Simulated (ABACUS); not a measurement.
# InP (F-43m) in ABACUS: further runs, part 2 of 2

ABACUS 3.10.1. Earlier steps stand in the parts before.

## 3. Single point, PBE, spin-orbit coupling, no magnetisation

Input file INPUT:

```
INPUT_PARAMETERS
suffix              InP
calculation         scf
basis_type          lcao
pseudo_dir          ./
orbital_dir         ./
symmetry            0
dft_functional      pbe
ecutwfc             100
pseudo_rcut         7
nspin               4
nbands              38
ks_solver           genelpa
smearing_method     fd
smearing_sigma      0.00367493
scf_thr             1e-07
scf_nmax            100
mixing_type         broyden
mixing_beta         0.4
cal_force           1
cal_stress          1
noncolin            0
lspinorb            1
out_mul             1
out_chg             1
out_pot             2
out_elf             0
```

Input file STRU:

```
ATOMIC_SPECIES
In 114.8180 In.upf
P 30.9738 P.upf

NUMERICAL_ORBITAL
In_confined-atom_8au_2s2p2d.orb
P_confined-atom_7au_2s2p1d.orb

LATTICE_CONSTANT
7.8316918400

LATTICE_VECTORS
0.0000000000 0.7071067812 0.7071067812
0.7071067812 0.0000000000 0.7071067812
0.7071067812 0.7071067812 0.0000000000

ATOMIC_POSITIONS
Cartesian

In
0.0
1
0.0000000000 0.0000000000 0.0000000000 1 1 1

P
0.0
1
1.0606601718 1.0606601718 1.0606601718 1 1 1
```

Input file KPT:

```
K_POINTS
0
Gamma
5 5 5 0 0 0
```

Potentials or basis: PseudoDojo NC FR 0.4 PBE standard, DZP LCAO (the cutoffs set its grid).

Command:

```sh
> OMP_NUM_THREADS=1 mpirun -np 4 abacus > log
```

running log:

```text
ABACUS v3.10.1

               Atomic-orbital Based Ab-initio Computation at UStc

 ------------------------------------------------------------------------------------

 READING GENERAL INFORMATION
                           global_out_dir = OUT.InP/
                           global_in_card = INPUT
                               pseudo_dir = ./
                              orbital_dir = ./
                                    DSIZE = 4
                                    GSIZE = 1

 READING UNITCELL INFORMATION
                                    ntype = 2
                  lattice constant (Bohr) = 7.83169
              lattice constant (Angstrom) = 4.14435

 READING ATOM TYPE 1
                               atom label = In
                      L=0, number of zeta = 2
                      L=1, number of zeta = 2
                      L=2, number of zeta = 2
             number of atom for this type = 1
               magnetization of element 1 = [ 0, 0, 0 ]

 READING ATOM TYPE 2
                               atom label = P
                      L=0, number of zeta = 2
                      L=1, number of zeta = 2
                      L=2, number of zeta = 1
             number of atom for this type = 1
               magnetization of element 2 = [ 0, 0, 0 ]

                        TOTAL ATOM NUMBER = 2
CARTESIAN COORDINATES ( UNIT =       7.831691840000 Bohr ).
    atom                   x                   y                   z     mag                  vx                  vy                  vz
tauc_In1            0.0000000000        0.0000000000        0.0000000000  0.0000        0.0000000000        0.0000000000        0.0000000000
tauc_P1            1.0606601718        1.0606601718        1.0606601718  0.0000        0.0000000000        0.0000000000        0.0000000000

                          Volume (Bohr^3) = 339.666
                             Volume (A^3) = 50.3332

 Lattice vectors: (Cartesian coordinate: in unit of a_0)
                   +0           +0.707107           +0.707107
            +0.707107                  +0           +0.707107
            +0.707107           +0.707107                  +0
 Reciprocal vectors: (Cartesian coordinate: in unit of 2 pi/a_0)
            -0.707107           +0.707107           +0.707107
            +0.707107           -0.707107           +0.707107
            +0.707107           +0.707107           -0.707107
 The esolver type has been set to : ksdft_lcao

                PAO radial cut off (Bohr) = 7

 Read in pseudopotential file is In.upf
                     pseudopotential type = NC
          exchange-correlation functional = PBE
                 nonlocal core correction = 1
                        valence electrons = 13
                                     lmax = 2
                           number of zeta = 5
                     number of projectors = 10
                           L of projector = 0
                           L of projector = 0
[... 8 lines left out ...]
                PAO radial cut off (Bohr) = 7

 Read in pseudopotential file is P.upf
                     pseudopotential type = NC
          exchange-correlation functional = PBE
[... 136 lines left out ...]

 SETUP SEARCHING RADIUS FOR PROGRAM TO SEARCH ADJACENT ATOMS
                  longest orb rcut (Bohr) = 8
   longest nonlocal projector rcut (Bohr) = 2.42
                     search radius (Bohr) = 20.8
              searching radius is (Bohr)) = 20.8
         searching radius unit is (Bohr)) = 7.83
                         PeriodicBoundary = 1
                        Radius(unit:lat0) = 2.66
                                   glayer = [ 5, 5, 5 ]
                             glayer_minus = [ 4, 4, 4 ]

Find the coordinate range of the input atom(unit:lat0).
                                  min_tau = [ -5.66, -5.66, -5.66 ]
                                  max_tau = [ 6.72, 6.72, 6.72 ]
                                BoxNumber = [ 9, 9, 9 ]

 SETUP EXTENDED REAL SPACE GRID FOR GRID INTEGRATION
                          real space grid = [ 50, 50, 50 ]
                 big cell numbers in grid = [ 10, 10, 10 ]
             meshcell numbers in big cell = [ 5, 5, 5 ]
                        extended fft grid = [ 13, 13, 13 ]
                dimension of extened grid = [ 37, 37, 37 ]
                            UnitCellTotal = 125
              Atom number in sub-FFT-grid = 2
    Local orbitals number in sub-FFT-grid = 62
                                ParaV.nnr = 75352
                                 init_chg = atomic

 LCAO ALGORITHM --------------- ION=   1  ELEC=   1--------------------------------
total magnetism (Bohr mag/cell)	-3.30994e-18	1.72048e-17	-9.81796e-16
       absolute magnetism (Bohr mag/cell) = 2.08341e-15

 Density error is 0.080296457497
----------------------------------------------------------
     Energy           Rydberg                 eV
----------------------------------------------------------
 E_KohnSham     -146.6958241129      -1995.8990807416
 E_Harris       -147.9789369996      -2013.3567271769
 E_Fermi        0.5230149455         7.1159833982
----------------------------------------------------------
[... 109 lines left out ...]
 Density error is 2.55200168983e-08
----------------------------------------------------------
     Energy           Rydberg                 eV
----------------------------------------------------------
 E_KohnSham     -146.7048362784      -1996.0216975438
 E_KS(sigma->0) -146.7048361882      -1996.0216963156
 E_Harris       -146.7048366933      -1996.0217031885
 E_band         -3.6802952002        -50.0729850442
 E_one_elec     -49.5526737576       -674.1987142381
 E_Hartree      36.7623708171        500.1777151014
 E_xc           -44.1941289629       -601.2919720428
 E_Ewald        -89.7204041945       -1220.7087239079
 E_entropy(-TS) -0.0000001805        -0.0000024564
 E_descf        0.0000000000         0.0000000000
 E_exx          0.0000000000         0.0000000000
 E_Fermi        0.5655380062         7.6945393194
----------------------------------------------------------

 charge density convergence is achieved
 final etot is -1996.0216975 eV
 EFERMI = 7.6945393194 eV
The vacuum level is 9.7227389969 eV

 STATE ENERGY(eV) AND OCCUPATIONS    NSPIN == 4
 1/125 kpoint (Cartesian) = 0.0000 0.0000 0.0000 (1444 pws)
       1       -7.57841     0.00800000
       2       -7.57841     0.00800000
       3       -7.57841     0.00800000
       4       -7.57841     0.00800000
       5       -6.79519     0.00800000
       6       -6.79519     0.00800000
[... 230 lines left out ...]
      37        22.3635        0.00000
      38        22.3894        0.00000

[... levels at 119 further k points ...]

-------------------------------------------------------------------------------------------
       Total Magnetism (uB)                    x                    y                    z
-------------------------------------------------------------------------------------------
                        In1         0.0000000000         0.0000000000         0.0000000000
                         P1         0.0000000000         0.0000000000         0.0000000000
-------------------------------------------------------------------------------------------

-------------------------------------------------------------------------------------------
       Total Magnetism (uB)       Magnitude (uB)       Polar (degree)     Azimuth (degree)
-------------------------------------------------------------------------------------------
                        In1         0.0000000000                 -nan         0.0000000000
                         P1         0.0000000000                 -nan         0.0000000000
-------------------------------------------------------------------------------------------

 correction force for each atom along direction 1 is 9.93004e-16
 correction force for each atom along direction 2 is 1.17321e-14
 correction force for each atom along direction 3 is 1.57724e-15
------------------------------------------------------------------------------------------
 TOTAL-FORCE (eV/Angstrom)
------------------------------------------------------------------------------------------
                       In1         0.0000000000         0.0000000000         0.0000000000
                        P1         0.0000000000         0.0000000000         0.0000000000
------------------------------------------------------------------------------------------

----------------------------------------------------------------
 TOTAL-STRESS (KBAR)
----------------------------------------------------------------
        41.3386881206         0.0000000000         0.0000000001
         0.0000000000        41.3386881210         0.0000000001
         0.0000000001         0.0000000001        41.3386881209
----------------------------------------------------------------
 TOTAL-PRESSURE: 41.338688 KBAR

 --------------------------------------------
 !FINAL_ETOT_IS -1996.0216975438338523 eV
 --------------------------------------------
```

Wall time 8.9 s (4 MPI ranks of AMD EPYC 9R45 (Zen 5), shared host); peak memory 0.6 GiB.

What came out:

| Quantity | Value |
| --- | --- |
| Free energy | -1996.0217 eV |
| Pressure | 4.1 GPa |
| Band gap on the k mesh | 0.92 eV, direct |
| Mulliken charges | In +0.01; P -0.01 e |

Levels at points of the mesh, in eV from the valence-band top:
| k point | band 16 | band 17 | band 18 | band 19 | band 20 | band 21 |
| --- | --- | --- | --- | --- | --- | --- |
| (0.00, 0.00, 0.00) | 0.00 | 0.00 | 0.00 | 0.92 | 0.92 | 3.75 |

Caveat: the atomic orbitals were generated for these runs and aren't a published set; Mulliken charges move with the basis; the basis of atomic orbitals isn't converged, which shifts pressures, moduli and gaps.

## 4. How close it comes

Step 2. Against the measured gap of InP, 1.4236 eV (direct; 1.6 K; a printed reference work, data compilation), the calculated 0.95 eV is off by -0.47 eV. Spin-orbit coupling on In is left out. The value is that of PBE in an atomic basis (PseudoDojo NC FR 0.4 PBE standard, DZP LCAO (the cutoffs set its grid)), whose error adds to the functional's,, without temperature or zero-point motion. Semilocal functionals fall short of measured gaps as a rule.

Step 3. Against the measured gap of InP, 1.4236 eV (direct; 1.6 K; a printed reference work, data compilation), the calculated 0.92 eV is off by -0.50 eV. The value is that of PBE in an atomic basis (PseudoDojo NC FR 0.4 PBE standard, DZP LCAO (the cutoffs set its grid)), whose error adds to the functional's,, without temperature or zero-point motion. Semilocal functionals fall short of measured gaps as a rule.
